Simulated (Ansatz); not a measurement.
Crystal: HfO2.

```
Hf O
1.0
     0.00000    2.55750    2.55750
     2.55750    0.00000    2.55750
     2.55750    2.55750    0.00000
Hf O
1 2
Direct
  0.00000 0.00000 0.00000
  0.75000 0.75000 0.75000
  0.25000 0.25000 0.25000
```

Measurements of this composition are mostly on another form, of space group No. 14.

| Item | Value |
| --- | --- |
| Program | Ansatz 0.2.0 |
| Task | relaxation of cell and atoms |
| Functional | PBE |
| Potentials or basis | Ansatz PAW |
| Cutoff | 420 eV (not typed: the program's choice for these potentials) |
| k mesh | 9 × 9 × 9 |
| Occupations | fermi-dirac, width 0.05 eV |
| Spin | no spin polarisation |
| Hubbard terms | Hf d U = 5 eV |

At the start: volume 11.15 Å³/atom.

Q: Where does the relaxation end?

A: It ends after 6 steps and the volume is 11.39 Å³/atom (+2.1 %); space group Fm-3m (No. 225, to 0.05 Å).

Step by step:
```csv
step,energy change (eV),largest force (eV/Å),volume (Å³)
1,0.0000,0.0000,33.46
2,-0.0054,0.0000,34.28
3,-0.0066,0.0000,34.14
4,-0.0107,0.0000,34.14
5,-0.0106,0.0000,34.16
6,-0.0106,0.0000,34.16
```

Final structure:
```xyz
3
Lattice="0.0000 2.5753 2.5753 2.5753 0.0000 2.5753 2.5753 2.5753 0.0000" Properties=species:S:1:pos:R:3 pbc="T T T"
Hf    0.0000    0.0000    0.0000
O     3.8630    3.8630    3.8630
O     1.2877    1.2877    1.2877
```

Caveat: the plane-wave basis is chosen anew once the cell has moved, so the energies of steps on either side of that aren't comparable; the pressure holds a Pulay correction of +0.8 GPa for the finite cutoff.
